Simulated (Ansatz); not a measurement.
**CaS (Fm-3m): the size of the finite step**

```yaml
crystal:
  lattice:
    - [0.00000, 2.84788, 2.84788]
    - [2.84788, 0.00000, 2.84788]
    - [2.84788, 2.84788, 0.00000]
  atoms:
    - { symbol: Ca, position: [0.00000, 0.00000, 0.00000] }
    - { symbol: S, position: [0.50000, 0.50000, 0.50000] }
```

Conventional cell: a = 5.696 Å, b = 5.696 Å, c = 5.696 Å, α = 90.00°, β = 90.00°, γ = 90.00°. Ca (atom 1) has 6 S at 2.85 Å as nearest neighbours. S (atom 2) is surrounded by 6 Ca at 2.85 Å.

Level of theory, where no other is named: r²SCAN, PAW on Ansatz 0.2.0's default frozen-core files (fitted under PBE), scalar-relativistic. k mesh 8×8×8, strains of ±0.008, fixed occupations, cutoff 500 eV. The cell was relaxed by PAW under this functional. The structure is one entry of a database and needn't be the stable phase.

Q: Elastic constants come from stresses at strains of ±0.008 (two-point stencil): C11 = 136.4, C12 = 23.9, C44 = 36.2 GPa. What does an amplitude of 0.04 give?

A: C11 = 140.9, C12 = 23.9, C44 = 36.4 GPa. A large step picks up anharmonic terms.

Keep in mind: frozen-core PAW files fitted under PBE, their cores solved anew for the functional of the run.
